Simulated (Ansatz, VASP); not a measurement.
# Fe: VASP beside Ansatz

```
Fe
1.0
     4.43956    0.00000    0.00000
     0.00000    4.43956    0.00000
     0.00000    0.00000    4.43956
Fe
8
Direct
  0.50000 0.50000 0.50000
  0.00000 0.00000 0.00000
  0.25000 0.00000 0.50000
  0.50000 0.25000 0.00000
  0.50000 0.75000 0.00000
  0.75000 0.00000 0.50000
  0.00000 0.50000 0.75000
  0.00000 0.50000 0.25000
```

Alike in both runs: functional PBEsol; k mesh 8 × 8 × 8; occupations gaussian, width 0.1 eV; collinear spin.

Ansatz relaxed the structure, and its values are those at the end. VASP's run is a single point on that final structure, the one shown.

```csv
,VASP,Ansatz
version,VASP 6.6.1,Ansatz 0.2.0
potentials or method,"VASP PAW PBE potentials, release 64 (Fe)","scalar-relativistic, plane waves, PAW"
plane-wave cutoff (eV),520,420
valence electrons in the cell,64,128
```

Ansatz gave:

```
gap on the k mesh at the Fermi level (eV)                     : none
pressure (GPa)                                                : 0.0
net moment per atom (μB)                                      : 2.05
size of the moment on the site where the two differ most (μB) : 1.92
```

Task: What did VASP give for the same quantities?

Result: gap on the k mesh at the Fermi level (eV): none; pressure (GPa): -0.1; net moment per atom (μB): 2.06; size of the moment on the site where the two differ most (μB): 1.87.

Site moments also hang on the region over which each program counts them. A gap of «none» marks a metal or a gap that the smearing closes. With one functional, cell and mesh, what is left measures potentials, basis and numerics. The two sets of potentials don't hold the same shells in valence.

Caveats: the PAW data sets were made with another functional, which shifts forces and pressure a little (VASP).
